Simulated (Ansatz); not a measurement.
Crystal: C.

```xyz
12
Lattice="2.5221 0.0000 0.0000 -1.2611 2.1842 0.0000 0.0000 0.0000 12.3557" Properties=species:S:1:pos:R:3 pbc="T T T"
C     1.2611    0.7281    4.3760
C     0.0000    1.4561   10.5539
C     1.2611    0.7281    1.8018
C     0.0000    1.4561    7.9797
C     1.2611    0.7281    5.9205
C     0.0000    1.4561   12.0983
C     1.2611    0.7281    0.2574
C     0.0000    1.4561    6.4352
C     0.0000    0.0000   10.0390
C     0.0000    0.0000    3.8612
C     0.0000    0.0000    8.4945
C     0.0000    0.0000    2.3167
```

This is a hexagonal form of diamond, not graphite.

Base run:

- Program: Ansatz 0.2.0
- Functional: RPBE
- Potentials or basis: Ansatz PAW
- Cutoff: 420 eV
- Density cutoff: 1680 eV
- k mesh: 12 × 12 × 3
- Occupations: fermi-dirac, width 0.05 eV
- Spin: no spin polarisation

Its results: band gap on the k mesh 4.39 eV, indirect (least direct gap 5.31 eV); pressure 8.2 GPa; largest force 0.329 eV/Å.

**Question.** The run is repeated on the same cell with these changes: functional from RPBE to LDA. What comes out?

**Answer.** Band gap on the k mesh 4.36 eV, indirect (least direct gap 5.25 eV); pressure -12.8 GPa; largest force 0.337 eV/Å.

LDA binds more tightly than RPBE, so the same cell stands under less pressure.

Caveats: the PAW data sets come from PBE, with cores solved anew for the run's functional, which leaves a small shift of forces and pressure; the potentials were made for another functional, which shifts forces and pressure (some runs).

Not every run made on this cell is shown here.
